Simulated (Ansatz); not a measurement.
The system is CdS.

```
Cd S
1.0
     0.00000    2.75324    2.75324
     2.75324    0.00000    2.75324
     2.75324    2.75324    0.00000
Cd S
1 1
Direct
  0.00000 0.00000 0.00000
  0.50000 0.50000 0.50000
```

Measurements of this composition are mostly on another form, of space group No. 186.

| Property | Result |
| --- | --- |
| Program | Ansatz 0.2.0 |
| Task | relaxation of cell and atoms |
| Functional | LDA |
| Potentials or basis | Ansatz PAW |
| Cutoff | 420 eV |
| Density cutoff | 1680 eV |
| k mesh | 8 × 8 × 8 |
| Occupations | fermi-dirac, width 0.01 eV |
| Spin | spin-orbit coupling, no magnetisation |

At the start: volume 20.87 Å³/atom.

How do energy, volume and symmetry change on relaxing?

Over 6 steps the energy falls by 43.9 meV/atom and the volume is 19.01 Å³/atom (-8.9 %); space group Fm-3m (No. 225, to 0.05 Å).

The path:
| step | energy change (eV) | largest force (eV/Å) | volume (Å³) |
| --- | --- | --- | --- |
| 1 | 0.0000 | 0.0000 | 41.74 |
| 2 | -0.0510 | 0.0000 | 35.92 |
| 3 | -0.0871 | 0.0000 | 38.42 |
| 4 | -0.0883 | 0.0000 | 38.07 |
| 5 | -0.0883 | 0.0000 | 38.03 |
| 6 | -0.0877 | 0.0000 | 38.03 |

Final structure:
```
Cd S
1.0
     0.00000    2.66906    2.66906
     2.66906    0.00000    2.66906
     2.66906    2.66906    0.00000
Cd S
1 1
Direct
  0.00000 0.00000 0.00000
  0.50000 0.50000 0.50000
```
